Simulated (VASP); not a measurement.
# Cd (Fm-3m) in VASP: a series of runs, part 2 of 2

VASP 6.6.1. The steps go on from the part before.

## (4) Relaxation of cell and atoms, r2SCAN+D3(BJ)

Input file INCAR:

```
PREC = Accurate
ENCUT = 600
EDIFF = 1E-7
ISMEAR = 1
SIGMA = 0.1
LREAL = F
LASPH = T
NELM = 60
ALGO = Normal
ISIF = 3
LWAVE = F
LCHARG = F
METAGGA = R2SCAN
LMIXTAU = T
IVDW = 12
VDW_S6 = 1.0
VDW_S8 = 0.78981345
VDW_A1 = 0.49484001
VDW_A2 = 5.73083694
IBRION = 2
NSW = 40
EDIFFG = -0.01
```

Input file KPOINTS:

```
regular mesh
0
Gamma
  10 10 10
```

Input file POSCAR:

```
Cd
1.0
    0.0000000000      2.2181497500      2.2181497500
    2.2181497500      0.0000000000      2.2181497500
    2.2181497500      2.2181497500      0.0000000000
Cd
1
Direct
    0.0000000000      0.0000000000      0.0000000000
```

Potentials or basis: VASP PAW PBE potentials, release 64 (Cd).

Launch:

```sh
cat potpaw_PBE.64/Cd/POTCAR > POTCAR
mpirun -np 1 vasp_std > vasp.out
```

OUTCAR:

```text
PREC = Accurate
   ENCUT = 600
   EDIFF = 1E-7
   ISMEAR = 1
   LREAL = F
   LASPH = T
   NELM = 60
   ISIF = 3
   METAGGA = R2SCAN
   IVDW = 12
   IBRION = 2
   NSW = 40
   EDIFFG = -0.01
 IVDW          = 12

 ion  position               nearest neighbor table
   1  0.000  0.000  0.000-

  LATTYP: Found a face centered cubic cell.
 ALAT       =     4.4362995000

  Lattice vectors:

 A1 = (   0.0000000000,   2.2181497500,   2.2181497500)
 A2 = (   2.2181497500,   0.0000000000,   2.2181497500)
 A3 = (   2.2181497500,   2.2181497500,   0.0000000000)

Analysis of symmetry for initial positions (statically):
=====================================================================
 Subroutine PRICEL returns:
 Original cell was already a primitive cell.

 Routine SETGRP: Setting up the symmetry group for a
 face centered cubic supercell.

 Subroutine GETGRP returns: Found 48 space group operations
 (whereof 48 operations were pure point group operations)
 out of a pool of 48 trial point group operations.

The static configuration has the point symmetry O_h .

Analysis of symmetry for dynamics (positions and initial velocities):
=====================================================================
 Subroutine PRICEL returns:
 Original cell was already a primitive cell.

 Routine SETGRP: Setting up the symmetry group for a
 face centered cubic supercell.

 Subroutine GETGRP returns: Found 48 space group operations
 (whereof 48 operations were pure point group operations)
 out of a pool of 48 trial point group operations.

The dynamic configuration has the point symmetry O_h .

 Subroutine INISYM returns: Found 48 space group operations
 (whereof 48 operations are pure point group operations),
 and found     1 'primitive' translations

----------------------------------------------------------------------------------------

                                     Primitive cell

  volume of cell :      21.8274

  direct lattice vectors                    reciprocal lattice vectors
     0.000000000  2.218149750  2.218149750    -0.225413095  0.225413095  0.225413095
     2.218149750  0.000000000  2.218149750     0.225413095 -0.225413095  0.225413095
     2.218149750  2.218149750  0.000000000     0.225413095  0.225413095 -0.225413095

  length of vectors
     3.136937460  3.136937460  3.136937460     0.390426933  0.390426933  0.390426933

  position of ions in fractional coordinates (direct lattice)
     0.000000000  0.000000000  0.000000000

  ion indices of the primitive-cell ions
   primitive index   ion index
                 1           1

----------------------------------------------------------------------------------------

 KPOINTS: regular mesh

Automatic generation of k-mesh.
 Grid dimensions read from file:
[... 101 lines left out ...]
 maximum number of plane-waves:       745
 NGX is ok and might be reduce to    28
   NGX = 13   NGY = 13   NGZ = 13

--------------------------------------- Ionic step        1  -------------------------------------------

 number of electron      12.0000002 magnetization

 Free energy of the ion-electron system (eV)
  ---------------------------------------------------
  ext. energy  EPLUGINS =         0.00000000
  ---------------------------------------------------
  free energy    TOTEN  =       -20.07530392 eV

  energy without entropy =      -20.07521341  energy(sigma->0) =      -20.07527375

------------------------ aborting loop because EDIFF is reached ----------------------------------------

 Edisp (eV)   -0.20748

 E8    (eV) :    -0.0727

  FORCE on cell =-STRESS in cart. coord.  units (eV):
  Direction    XX          YY          ZZ          XY          YZ          ZX
  --------------------------------------------------------------------------------------
  -------------------------------------------------------------------------------------
  Total      -0.20339    -0.20339    -0.20339     0.00000    -0.00000     0.00000
  in kB     -14.92916   -14.92916   -14.92916     0.00000    -0.00000     0.00000
  external pressure =      -14.93 kB  Pullay stress =        0.00 kB

 VOLUME and BASIS-vectors are now :
 -----------------------------------------------------------------------------
  energy-cutoff  :      600.00
  volume of cell :       21.83
      direct lattice vectors                 reciprocal lattice vectors
     0.000000000  2.218149750  2.218149750    -0.225413095  0.225413095  0.225413095
     2.218149750  0.000000000  2.218149750     0.225413095 -0.225413095  0.225413095
     2.218149750  2.218149750  0.000000000     0.225413095  0.225413095 -0.225413095

 POSITION                                       TOTAL-FORCE (eV/Angst)
 -----------------------------------------------------------------------------------
      0.00000      0.00000      0.00000         0.000000      0.000000      0.000000
 -----------------------------------------------------------------------------------
    total drift:                               -0.000000     -0.000000     -0.000000

  FREE ENERGIE OF THE ION-ELECTRON SYSTEM (eV)
  ---------------------------------------------------
  free  energy   TOTEN  =       -20.2827850100 eV

  energy  without entropy=      -20.2826944999  energy(sigma->0) =      -20.28275484

--------------------------------------- Ionic step        2  -------------------------------------------

 number of electron      12.0000000 magnetization

 Free energy of the ion-electron system (eV)
  ---------------------------------------------------
  ext. energy  EPLUGINS =         0.00000000
  ---------------------------------------------------
  free energy    TOTEN  =       -20.07194010 eV

  energy without entropy =      -20.07187212  energy(sigma->0) =      -20.07191744

 E-fermi :   3.2080     XC(G=0): -11.9439

 val. band max:        3.1679904803   @ k =  -0.4000   0.4000   0.0000
 cond. band min:       3.2107879476   @ k =  -0.4000   0.3000   0.0000
 fundamental gap:      0.0427974674
 Fermi energy:         3.2080464316

 k-point     1 :       0.0000    0.0000    0.0000
  band No.  band energies     occupation
      1      -6.6490      2.00000
      2      -6.6490      2.00000
      3      -6.6490      2.00000
      4      -6.3552      2.00000
      5      -6.1567      2.00000
      6      -6.1567      2.00000
      7      17.5482      0.00000
      8      19.0403      0.00000
      9      19.0403      0.00000
     10      19.0403      0.00000
[... 287 lines left out ...]
 k-point    24 :       0.4000    0.3000    0.0000
  band No.  band energies     occupation
      1      -7.1807      2.00000
      2      -6.9890      2.00000
      3      -6.0113      2.00000
      4      -5.9762      2.00000
      5      -5.7729      2.00000
      6      -1.3660      2.00000
      7       9.3263      0.00000
      8      10.1593      0.00000
      9      11.6620      0.00000
     10      15.1150      0.00000

 [... further k-points ...]

------------------------ aborting loop because EDIFF is reached ----------------------------------------

 Edisp (eV)   -0.21392

 E8    (eV) :    -0.0750

  FORCE on cell =-STRESS in cart. coord.  units (eV):
  Direction    XX          YY          ZZ          XY          YZ          ZX
  --------------------------------------------------------------------------------------
  -------------------------------------------------------------------------------------
  Total       0.00079     0.00079     0.00079     0.00000     0.00000     0.00000
  in kB       0.05990     0.05990     0.05990     0.00000     0.00000     0.00000
  external pressure =        0.06 kB  Pullay stress =        0.00 kB

 VOLUME and BASIS-vectors are now :
 -----------------------------------------------------------------------------
  energy-cutoff  :      600.00
  volume of cell :       21.19
      direct lattice vectors                 reciprocal lattice vectors
     0.000000000  2.196385208  2.196385208    -0.227646771  0.227646771  0.227646771
     2.196385208  0.000000000  2.196385208     0.227646771 -0.227646771  0.227646771
     2.196385208  2.196385208  0.000000000     0.227646771  0.227646771 -0.227646771

 POSITION                                       TOTAL-FORCE (eV/Angst)
 -----------------------------------------------------------------------------------
      2.19639      0.00000      2.19639        -0.000000      0.000000     -0.000000
 -----------------------------------------------------------------------------------
    total drift:                                0.000000     -0.000000      0.000000

  FREE ENERGIE OF THE ION-ELECTRON SYSTEM (eV)
  ---------------------------------------------------
  free  energy   TOTEN  =       -20.2858623302 eV

  energy  without entropy=      -20.2857943524  energy(sigma->0) =      -20.28583967

 reached required accuracy - stopping structural energy minimisation
```

CONTCAR:

```text
Cd
   1.00000000000000
     0.0000000000000000    2.1963852075011276    2.1963852075011276
     2.1963852075011276    0.0000000000000000    2.1963852075011276
     2.1963852075011276    2.1963852075011276    0.0000000000000000
  Cd
     1
Direct
     0.0000000000000000    1.0000000000000000    0.0000000000000000

  0.00000000E+00  0.00000000E+00  0.00000000E+00
```

Wall time 71 s (1 thread of Intel Xeon 6975P-C (Granite Rapids), shared host); peak memory 0.18 GiB.

Results:

- Free energy: -20.2859 eV
- Relaxed volume: 21.19 Å³/atom
- Relaxed cell: a = 3.106 Å, b = 3.106 Å, c = 3.106 Å, α = 60.00°, β = 60.00°, γ = 60.00°
- Space group after relaxing (to 0.05 Å): Fm-3m (No. 225)
- Energy gained by relaxing: 3.1 meV/atom
- Ionic steps: 2
- Pressure after relaxing: 0.0 GPa
- Band gap on the k mesh: none (metal or under the smearing width)
- Dispersion energy per atom: -0.214 eV

The path:
```
step  energy change (eV)  largest force (eV/Å)  pressure (GPa)  volume (Å³)
   1              0.0000                0.0000           -1.49        21.83
   2             -0.0031                0.0000            0.01        21.19
```

Final structure:
```
Cd
1.0
     0.00000    2.19639    2.19639
     2.19639    0.00000    2.19639
     2.19639    2.19639    0.00000
Cd
1
Direct
  0.00000 0.00000 0.00000
```

Levels at points of the mesh, in eV from the Fermi level:
```tsv
k point	band 2	band 3	band 4	band 5	band 6	band 7	band 8	band 9	band 10
(0.00, 0.00, 0.00)	-9.86	-9.86	-9.56	-9.36	-9.36	14.34	15.83	15.83	15.83
(0.50, 0.00, 0.00)	-9.86	-9.86	-8.96	-8.96	-2.73	-1.47	13.31	13.31	13.57
(0.50, 0.50, 0.00)	-10.48	-8.98	-8.85	-8.85	-1.16	1.49	7.08	7.08	11.32
```

Caveat: the PAW data sets were made with another functional, which shifts forces and pressure a little; pairwise dispersion overbinds metals, which lowers pressure and volume.

## (5) For comparison

An earlier run on the cell as given: functional PBE; potentials or basis VASP PAW PBE potentials, release 64 (Cd); cutoff 520 eV; k mesh 10 × 10 × 10; occupations fermi-dirac, width 0.05 eV; no spin polarisation.

* Pressure: 2.6 GPa
* Band gap on the k mesh: none (metal or under the smearing width)

## (6) Overview

| task | level | cell | cutoff (eV) | smearing | gap on the mesh (eV) | pressure (GPa) | relaxed volume (Å³/atom) |
| --- | --- | --- | --- | --- | --- | --- | --- |
| relaxation of cell and atoms | r2SCAN | relaxed | 600 | methfessel-paxton 0.1 eV | none | 0.0 | 21.86 |
| relaxation of cell and atoms | LAK | relaxed | 600 | methfessel-paxton 0.1 eV | none | 0.0 | 24.53 |
| relaxation of cell and atoms | r2SCAN+D3(BJ) | relaxed | 600 | methfessel-paxton 0.1 eV | none | 0.0 | 21.19 |
| single point | PBE | as given | 520 | fermi-dirac 0.05 eV | none | 2.6 | - |

Alike in all rows: potentials or basis VASP PAW PBE potentials, release 64 (Cd); no spin polarisation; k mesh 10 × 10 × 10.

Caveats: the PAW data sets were made with another functional, which shifts forces and pressure a little (some runs); pairwise dispersion overbinds metals, which lowers pressure and volume (some runs).

Total energies depend on the potentials used, so only differences within one code and one set of settings carry meaning.
